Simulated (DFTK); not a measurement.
C under changes of volume

One of the cells (5.672 Å³/atom); the others are scaled copies at fixed shape and fractional positions:

```
C
1.0
     0.00000    1.78337    1.78337
     1.78337    0.00000    1.78337
     1.78337    1.78337    0.00000
C
2
Direct
  0.75000 0.75000 0.75000
  0.50000 0.50000 0.50000
```

This isn't the form of C at room conditions, which is graphite.

```yaml
Program: DFTK 0.8.2
Functional: PBEsol
Potentials_or_basis: dojo.nc.sr.pbesol.v0_4_1.standard.upf (PBEsol)
Cutoff: 1116 eV
k_mesh: 13 × 13 × 13
Occupations: fermi-dirac, width 0.05 eV
Spin: no spin polarisation
```

```csv
volume (Å³/atom),energy over the lowest point (meV/atom),pressure (GPa),gap on the mesh (eV)
5.332,24.26,27.1,4.20
5.445,8.91,16.0,4.15
5.558,?,?,?
5.672,0.00,-3.2,4.05
5.785,5.16,-11.6,4.01
5.899,15.97,-19.2,3.96
6.012,31.92,-26.1,3.92
```

Task: What does the run at 5.558 Å³/atom give?

Result: Energy over the lowest point 1.04 meV/atom; pressure 5.9 GPa; gap on the mesh 4.10 eV.

Worked out: A Birch-Murnaghan fit of order 3 (a polynomial in V^(-2/3)) to the other rows has its minimum at 5.63 Å³/atom with B0 = V·E''(V) = 450 GPa and B' = 3.7. It gives 1.06 meV/atom at 5.558 Å³/atom, against the run's 1.04, and -dE/dV = 6.2 GPa, against 5.9. A straight line through the other rows of the gap, of slope -2.34 eV per unit of ln V, gives 4.10 eV, against the run's 4.10.

Energies are extrapolated to zero smearing.

Caveats: an odd mesh through Γ misses points on the zone boundary, where band edges often lie.
